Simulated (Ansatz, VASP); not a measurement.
## Mg: VASP beside Ansatz

Contents of INCAR:

```
ALGO = Fast
EDIFF = 1E-7
EDIFFG = -0.01
ENCUT = 600
GGA = RE
IBRION = 2
ISIF = 3
ISMEAR = -1
LASPH = T
LCHARG = F
LREAL = F
LWAVE = F
NELM = 80
NSW = 60
PREC = Accurate
SIGMA = 0.05
```

File KPOINTS:

```
k-points
0
Gamma
  10 10 5
```

File POSCAR:

```
Mg
1.0
    3.2093000000      0.0000000000      0.0000000000
   -1.6046500000      2.7793353284      0.0000000000
    0.0000000000      0.0000000000      5.2103000000
Mg
2
Direct
    0.6666666667      0.3333333333      0.7500000000
    0.3333333333      0.6666666667      0.2500000000
```

Contents of input.yaml:

```yaml
crystal:
  lattice:
    - [3.2093, 0.0, 0.0]
    - [-1.60465, 2.7793353284, 0.0]
    - [0.0, 0.0, 5.2103]
  atoms:
    - { symbol: Mg, position: [0.6666666667, 0.3333333333, 0.75] }
    - { symbol: Mg, position: [0.3333333333, 0.6666666667, 0.25] }
hamiltonian:
  xc: revpbe
  pseudopotentials: { kind: paw }
kpoints:
  mp_grid: { grid: [10, 10, 5] }
scf:
  occupations: { method: fermi_dirac, width: 0.05 }
output:
  forces: true
  stress: true
  eigenvalues: true
relax:
  f_tol: 0.01
  max_steps: 40
  cell: { stress_tol: 0.05 }
```

Alike in both runs: task relaxation of cell and atoms; functional revPBE; k mesh 10 × 10 × 5; occupations fermi-dirac, width 0.05 eV; no spin polarisation.

|  | VASP | Ansatz |
| --- | --- | --- |
| version | VASP 6.6.1 | Ansatz 0.2.0 |
| potentials or method | VASP PAW PBE potentials, release 64 (Mg) | Ansatz PAW |
| plane-wave cutoff (eV) | 600 | 420 |
| valence electrons in the cell | 4 | 20 |

|  | VASP | Ansatz | Ansatz less VASP |
| --- | --- | --- | --- |
| gap on the k mesh at the Fermi level, each at its own relaxed structure (eV) | none | none | - |
| relaxed volume (Å³/atom) | 23.52 | 23.65 | +0.131 |
| relaxed cell length with the largest relative difference (Å) | 5.335 | 5.345 | +0.0102 |
| energy change over the relaxation (meV/atom) | -3 | -3 | -0.4 |

A gap of «none» marks a metal or a gap that the smearing closes. The two sets of potentials don't hold the same shells in valence.

Caveats: the PAW data sets were made with another functional, which shifts forces and pressure a little (VASP); the plane-wave basis is chosen anew once the cell has moved, so the energies of steps on either side of that aren't comparable (Ansatz); the PAW data sets come from PBE, with cores solved anew for the run's functional, which leaves a small shift of forces and pressure (Ansatz). Zero-point motion and thermal expansion aren't in these numbers. revPBE gives volumes clearly too large for solids.
